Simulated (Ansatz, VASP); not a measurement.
# Cr in VASP and in Ansatz

```
CELL_PARAMETERS angstrom
4.25273 0.00000 0.00000
-2.12637 3.68297 0.00000
0.00000 0.00000 2.26295
ATOMIC_POSITIONS crystal
Cr 0.00000 0.00000 0.00000
Cr 0.33333 0.66667 0.50000
Cr 0.66667 0.33333 0.50000
```

Alike in both runs: task relaxation of cell and atoms; functional PBE; k mesh 12 × 12 × 18; occupations gaussian, width 0.1 eV; no spin polarisation.

```csv
,VASP,Ansatz
version,VASP 6.6.1,Ansatz 0.2.0
potentials or method,"VASP PAW PBE potentials, release 64 (Cr_pv)","scalar-relativistic, plane waves, PAW"
plane-wave cutoff (eV),600,420
valence electrons in the cell,36,42
```

|  | VASP | Ansatz | Ansatz less VASP |
| --- | --- | --- | --- |
| gap on the k mesh at the Fermi level, each at its own relaxed structure (eV) | none | none | - |
| relaxed volume (Å³/atom) | 11.82 | 11.84 | +0.018 |
| relaxed cell length with the largest relative difference (Å) | 4.232 | 4.234 | +0.0024 |
| energy change over the relaxation (meV/atom) | -2 | -2 | 0.0 |

A gap of «none» marks a metal or a gap that the smearing closes. The two sets of potentials don't hold the same shells in valence.

Caveats: the run has no spin polarisation, though such a crystal can be magnetic. Spin polarisation is off, so any magnetic state and its effect on volume and gap are missing.
